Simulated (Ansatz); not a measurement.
An input for Ansatz 0.2.0 (Al):

input.yaml

```yaml
crystal:
  lattice:
    - [-1.59121869, 1.59121869, 1.59121869]
    - [1.59121869, -1.59121869, 1.59121869]
    - [1.59121869, 1.59121869, -1.59121869]
  atoms:
    - { symbol: Al, position: [0.0, 0.0, 0.0] }
hamiltonian:
  xc: blyp
  pseudopotentials:
    kind: nc
    accuracy: standard
    azcp: { Al: Al_ONCV_PBE-1.2.nc.azcp }
kpoints:
  mp_grid: { grid: [6, 6, 6] }
scf:
  occupations: { method: gaussian, width: 0.1 }
  n_extra_bands: 14
  convergence: { dr2_threshold: 0.0001 }
output:
  eigenvalues: true
  wannier:
    kmesh: [6, 6, 6]
    projections: [{ site: 0, l: s }, { site: 0, l: p }]
    minimise: true
    write_xyz: true
    disentanglement: { window: [-4.4, 27.6], frozen_window: [-1.4, 12.1] }
basis:
  ecutrho_ratio: 8
```

Potentials or basis: SG15 NC.

Command:

```sh
$ ansatz run input.yaml --threads 1 --pin off --max-ram 2560MiB --backend cpu --events-out ev --progress --plain --runs-dir out
```

**Question.** Does this run start?

**Answer.** The run stopped without a result. It printed:

Output:

```text
Error: inconsistent input (output.wannier.projections): output.wannier: the Al pseudopotential carries no l=0 pseudo-atomic shell — pick an l its table provides
```
